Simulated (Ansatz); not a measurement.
# O: further runs on the relaxed cell

The task here is to estimate one member of a computed series from the others.

Computed with Ansatz 0.2.0 (DFT PBE+D3(BJ), scalar-relativistic, plane waves, PAW, unless a step's input says otherwise).

2 further runs of the same task are left out: 2 set aside as unsound or not needed.

### Starting point

It takes space group R-3m (No. 166, trigonal). Conventional cell: a = 3.527 Å, b = 3.527 Å, c = 11.646 Å, α = 90.00°, β = 90.00°, γ = 120.00°. Around O (site symmetry 3m) lie 1 O at 1.22 Å.

As a file:

```xyz
2
Lattice="1.7637 1.0183 3.8819 -1.7637 1.0183 3.8819 0.0000 -2.0365 3.8819" Properties=species:S:1:pos:R:3 pbc="T T T"
O     0.0000    0.0000   11.0363
O     0.0000    0.0000    0.6093
```

It goes back to an entry of the Materials Project, which need not be the stable form.

This cell was relaxed beforehand with the same method: volume 20.91 Å³/atom, gap on the mesh 1.55 eV, site moments up to 0.6 μB.

Set-up of the first run:

Input file input.yaml:

```yaml
crystal:
  lattice:
    - [1.7637033856, 1.0182746245, 3.8818702962]
    - [-1.7637033856, 1.0182746245, 3.8818702962]
    - [0.0, -2.0365492489, 3.8818702962]
  atoms:
    - { symbol: O, position: [0.9476824978, 0.9476824978, 0.9476824978], spin: 0.61 }
    - { symbol: O, position: [0.0523175022, 0.0523175022, 0.0523175022], spin: 0.61 }
basis:
  ecutwfc: 420
kpoints:
  mp_grid: { grid: [9, 9, 9] }
  band_path:
    path:
      - [[0.0, 0.0, 0.0], [0.5, 0.5, 0.5], [0.7874604, 0.2125396, 0.5]]
      - [[0.5, -0.2125396, 0.2125396], [0.5, 0.0, 0.0], [0.0, 0.0, 0.0], [0.3562698, -0.3562698, 0.0]]
      - [[0.6437302, 0.0, 0.3562698], [0.5, 0.0, 0.5], [0.0, 0.0, 0.0]]
    npoints: 14
hamiltonian:
  xc: pbe
  dispersion: d3bj
scf:
  occupations: { method: gaussian, width: 0.02 }
  n_extra_bands: 6
output:
  forces: true
  stress: true
  eigenvalues: true
  populations: true
  dos: { projected: true, de: 0.02, nscf_kmesh: { grid: [14, 14, 14] } }
  bader: true
  write_density: true
  write_potential: true
  elf: true
  volumetric_format: npy
magnetization:
  spin_polarized: true
checkpoint:
  read: start.run
  write: ck
  compress: false
  write_wavefunctions: false
  write_every: 100000
```

Run with:

```bash
$ ansatz run input.yaml --threads 1 --pin off --max-ram 2560MiB --backend cpu --events-out ev --progress --plain --runs-dir out
```

Steps of the session up to this table: Electronic structure at the relaxed geometry; Relaxing with PBEsol; Relaxing with LDA; Relaxing with PBE.

One of the session's tables, all rows but one given; the rest of the session is left out.

It belongs to the step «One structure, several functionals». 

| functional | a (Å) | b (Å) | c (Å) | volume (Å³/atom) | gap on the mesh (eV) |
| --- | --- | --- | --- | --- | --- |
| PBE+D3(BJ) | 4.384 | 4.384 | 4.384 | 20.91 | 1.55 |
| PBEsol | 4.723 | 4.723 | 4.723 | 25.93 | 1.77 |
| LDA | 3.934 | 3.934 | 3.934 | 15.26 | 0.66 |
| PBE | ? | ? | ? | ? | ? |

Estimate the missing values for PBE.

The run gave: a (Å): 4.652; b (Å): 4.652; c (Å): 4.652; volume (Å³/atom): 25.35; gap on the mesh (eV): 1.79. In the column «a (Å)» it lies between PBE+D3(BJ) (4.384) and PBEsol (4.723).

To keep in mind: Warnings in the runs' records: stability check not made.
